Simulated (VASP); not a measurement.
Set up this calculation in VASP 6.6.1, as the native input.

```
Task                   : relaxation of cell and atoms
Functional             : PBE
Potentials or basis    : VASP PAW PBE potentials, release 64 (Zr_sv, O)
Cutoff                 : 600 eV
k mesh                 : 10 × 10 × 10
Occupations            : gaussian, width 0.02 eV
Spin                   : no spin polarisation
Further INCAR settings : ALGO = Normal; EDIFF = 1e-06; IBRION = 2; EDIFFG = -0.005; NSW = 60; ISIF = 3
```

The structure of ZrO2 lies in POSCAR:

```
ZrO2
1.0
    0.0000000000      2.5350000000      2.5350000000
    2.5350000000      0.0000000000      2.5350000000
    2.5350000000      2.5350000000      0.0000000000
Zr O
1 2
Direct
    0.0000000000      0.0000000000      0.0000000000
    0.2500000000      0.2500000000      0.2500000000
    0.7500000000      0.7500000000      0.7500000000
```

The cell was built by a generator and needn't be a form met in nature.

The input as run:

INCAR

```
PREC = Accurate
ENCUT = 600
EDIFF = 1E-6
ISMEAR = 0
SIGMA = 0.02
LREAL = F
LASPH = T
NELM = 120
ALGO = Normal
ISIF = 3
LWAVE = F
LCHARG = F
GGA = PE
IBRION = 2
NSW = 60
EDIFFG = -0.005
```

KPOINTS

```
regular mesh
0
Gamma
  10 10 10
```

Potentials or basis: VASP PAW PBE potentials, release 64 (Zr_sv, O).

Command:

```bash
$ cat potpaw_PBE.64/Zr_sv/POTCAR potpaw_PBE.64/O/POTCAR > POTCAR
$ mpirun -np 1 vasp_std > vasp.out
```

Results of the run:

The relaxed volume is 11.17 Å³/atom. The relaxed cell is a = 3.618 Å, b = 3.618 Å, c = 3.618 Å, α = 60.00°, β = 60.00°, γ = 60.00° and the space group after relaxing (to 0.05 Å) is Fm-3m (No. 225). The energy gained by relaxing is 6.3 meV/atom, the ionic steps are 3 and the pressure after relaxing is -0.1 GPa. The band gap on the k mesh is 3.31 eV, indirect (least direct gap 3.74 eV).

Wall time 38 s on 1 thread of Intel(R) Xeon(R) 6975P-C (Granite Rapids), with other jobs on the host, peak memory 0.19 GiB.
